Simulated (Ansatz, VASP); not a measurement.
AlN: VASP beside Ansatz

```
Al N
1.0
     0.00000    1.90838    1.90838
     1.90838    0.00000    1.90838
     1.90838    1.90838    0.00000
Al N
1 1
Direct
  0.50000 0.50000 0.50000
  0.00000 0.00000 0.00000
```

Alike in both runs: task single point; functional PBEsol; k mesh 10 × 10 × 10; occupations gaussian, width 0.05 eV; no spin polarisation.

|  | VASP | Ansatz |
| --- | --- | --- |
| version | VASP 6.6.1 | Ansatz 0.2.0 |
| potentials or method | VASP PAW PBE potentials, release 64 (Al, N) | scalar-relativistic, plane waves, PAW |
| plane-wave cutoff (eV) | 520 | 420 |
| valence electrons in the cell | 8 | 8 |

VASP gave:

| Property | Result |
| --- | --- |
| gap on the k mesh at the Fermi level (eV) | 4.76 |
| least direct gap on the mesh (eV) | 8.06 |

Q: What did Ansatz give for the same quantities?

A: gap on the k mesh at the Fermi level (eV): 4.77; least direct gap on the mesh (eV): 8.07.

 A k mesh can miss the band edges.
